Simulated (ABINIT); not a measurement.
PtS2:

```
CELL_PARAMETERS angstrom
3.54320 0.00000 0.00000
-1.77160 3.06850 0.00000
0.00000 0.00000 5.03880
ATOMIC_POSITIONS crystal
Pt 0.00000 0.00000 0.00000
S 0.66667 0.33333 0.77300
S 0.33333 0.66667 0.22700
```

Base run:

| Quantity | Value |
| --- | --- |
| Program | ABINIT 10.8.3 (patched build) |
| Functional | PBE |
| Potentials or basis | JTH PAW PBE v2.0 |
| Cutoff | 544 eV |
| k mesh | 12 × 12 × 6 |
| Occupations | fermi-dirac, width 0.05 eV |
| Spin | no spin polarisation |

Its results: band gap on the k mesh 0.80 eV, indirect (least direct gap 1.10 eV); pressure 12.3 GPa; largest force 1.368 eV/Å.

Question: After a change of settings the same cell gave: band gap on the k mesh 1.12 eV, indirect (least direct gap 1.73 eV); pressure 12.2 GPa; largest force 1.459 eV/Å. Which change was it?
A. k mesh from 12 × 12 × 6 to 4 × 4 × 2
B. functional from PBE to rPW86PBE; k mesh from 12 × 12 × 6 to 9 × 9 × 5
C. functional from PBE to LDA; potentials or basis from JTH PAW PBE v2.0 to JTH PAW LDA v2.0
D. functional from PBE to PBEsol; k mesh from 12 × 12 × 6 to 4 × 4 × 2

Answer: A.

Caveats: some runs use coarse meshes; spin-orbit coupling is left out, which moves the levels of the heavy elements; forces of over 1 eV/Å show positions far from the minimum, so gaps and moduli don't describe the material at rest.

Not every run made on this cell is shown here.
